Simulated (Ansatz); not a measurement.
Calculated quadrupolar parameters for SiC under strain

The cell is an entry of the Crystallography Open Database (COD), relaxed with PBE at fixed cell and then changed (z compressed by 2 %, ions relaxed).

```cif
data_structure
_symmetry_space_group_name_H-M 'P 1'
_symmetry_Int_Tables_number 1
_cell_length_a 3.0760
_cell_length_b 3.0760
_cell_length_c 4.9470
_cell_angle_alpha 90.000
_cell_angle_beta 90.000
_cell_angle_gamma 120.000
_cell_volume 40.54
loop_
_atom_site_label
_atom_site_type_symbol
_atom_site_fract_x
_atom_site_fract_y
_atom_site_fract_z
_atom_site_occupancy
Si1 Si 0.33333 0.66667 0.00336 1
Si2 Si 0.66667 0.33333 0.50336 1
C3 C 0.33333 0.66667 0.38164 1
C4 C 0.66667 0.33333 0.88164 1
```

Atom numbers follow the list; atoms alike are taken as one site, whose name carries the number of the first.

Computed with Ansatz: DFT, PBE, plane waves and PAW, scalar-relativistic, 420 eV cutoff, Γ-centred 16×16×9 k-points, Fermi–Dirac smearing 0.02 eV.

C_Q = eQV_zz/h, which is 24.18 MHz for Q = 1 b and V_zz = 10²¹ V/m²; η = (V_xx − V_yy)/V_zz.

```
site  atoms (order as listed)          first shell  V_zz (10²¹ V/m²)     η  C_Q (MHz)
  Si                     1, 2   4 C at 1.87–1.88 Å             0.048  0.00          –
   C                     3, 4  4 Si at 1.87–1.88 Å            -0.085  0.00          –
```

An axis of threefold or higher order runs through Si and C, so V_zz lies along it and η is zero.

Si, C have no stable isotope with a ground-state quadrupole moment in the table, so no C_Q is given.

At this changed cell the PBE pressure is 8 GPa.
